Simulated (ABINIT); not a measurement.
The system is ZnSe (Stilleite).

```
CELL_PARAMETERS angstrom
0.00000 2.83380 2.83380
2.83380 0.00000 2.83380
2.83380 2.83380 0.00000
ATOMIC_POSITIONS crystal
Se 0.75000 0.75000 0.75000
Zn 0.00000 0.00000 0.00000
```

Program: ABINIT 10.8.3 (patched build). Alike in all runs: no spin polarisation; cell as given; cutoff (eV) 544; smearing fermi-dirac 0.05 eV. Hardware: 1 thread of Arm Neoverse V1 (shared host).

**Question.** Order these runs on this cell by their wall time, lowest first.
A. task single point; level PBEsol; potentials or basis JTH PAW PBE v2.0; k mesh 3 × 3 × 3; mesh quality coarse
B. task band structure; level LDA-Teter; potentials or basis JTH PAW LDA v2.0; k mesh 8 × 8 × 8; mesh quality not flagged
C. task single point; level LDA; potentials or basis JTH PAW LDA v2.0; k mesh 3 × 3 × 3; mesh quality coarse

**Answer.** C (5.5 s), A (18 s), B (87 s).

Caveats: some runs use coarse meshes.
